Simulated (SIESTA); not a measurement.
Runs of SIESTA 5.4.2 on Ag. It takes space group Fm-3m (No. 225, cubic). The conventional cell has a = 4.085 Å, b = 4.085 Å, c = 4.085 Å, α = 90.00°, β = 90.00°, γ = 90.00°. Ag (site symmetry m-3m) has 12 Ag at 2.89 Å as nearest neighbours. 

```tsv
potentials or basis	gap on the mesh (eV)	pressure (GPa)
PseudoDojo 0.4 standard (PBEsol files), TZP (energy shift 0.003 Ry; two zetas on semicore shells)	none	(a)
PseudoDojo 0.4 standard (PBEsol files), DZ (energy shift 0.003 Ry; two zetas on semicore shells)	none	-5.1
PseudoDojo 0.4 standard (PBEsol files), SZ (energy shift 0.003 Ry)	none	14.4
PseudoDojo 0.4 standard (PBEsol files), TZDP (energy shift 0.003 Ry; two zetas on semicore shells)	none	-2.8
PseudoDojo 0.4 standard (PBEsol files), SZP (energy shift 0.003 Ry)	none	-2.8
```

Alike in all rows: task band structure; level PBEsol; no spin polarisation; cell as given; k mesh 11 × 11 × 11; smearing fermi-dirac 0.05 eV; grid cutoff 800 Ry; energy shift 0.003 Ry.

Estimate the missing entries.

(a) -2.9.

Caveats: short orbitals over semicore shells can move pressures by several GPa; the basis of atomic orbitals isn't converged, which shifts pressures, moduli and gaps; the basis has no polarisation orbitals (some runs).

A k mesh can miss the band edges, and the runs leave out spin-orbit coupling on Ag.

A gap of «none» marks a metal or a gap under the smearing width.
